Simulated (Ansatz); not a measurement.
**Sensitivity of the gradients in Cu2O to the input**

Cell: a COD entry (the entry's cell lengths or inner coordinates differ somewhat from later room-temperature determinations), taken as it stands.

Space group Pn-3m:1 (No. 224); a = 4.2600 Å.

| site | Wyckoff | site symmetry | x | y | z |
| --- | --- | --- | --- | --- | --- |
| Cu | 4b | .-3m | 0.2500 | 0.2500 | 0.2500 |
| O | 2a | -43m | 0.0000 | 0.0000 | 0.0000 |

One atom of each set is listed.

Reference run. Level of theory: DFT, PBE, plane waves and PAW, scalar-relativistic, 420 eV cutoff, Γ-centred 7×7×7 k-points, Fermi–Dirac smearing 0.02 eV (Ansatz 0.2.0).

(1) The input is changed as follows: `scf.mixing.preconditioner`: not typed → ldos; `scf.occupations.width`: 0.02 → 0.01. What happens to V_zz (10²¹ V/m²) and η?

## Answers

(1) 

```json
{"site": "Cu", "V_zz reference": "-5.30", "η reference": "0.00", "V_zz changed": "-5.30", "η changed": "0.00"}
```

All printed values agree. Sites without a gradient aren't listed. The gap of 0.5 eV is far wider than the smearing, so the levels stay full or empty whatever the smearing's form; with a small gap this would fail. SCF iterations: 7 and 7.

On the reference run: Semilocal functionals underestimate gradients at Cu(I) with two or three neighbours, in Cu₂O by a fifth to nearly a half.
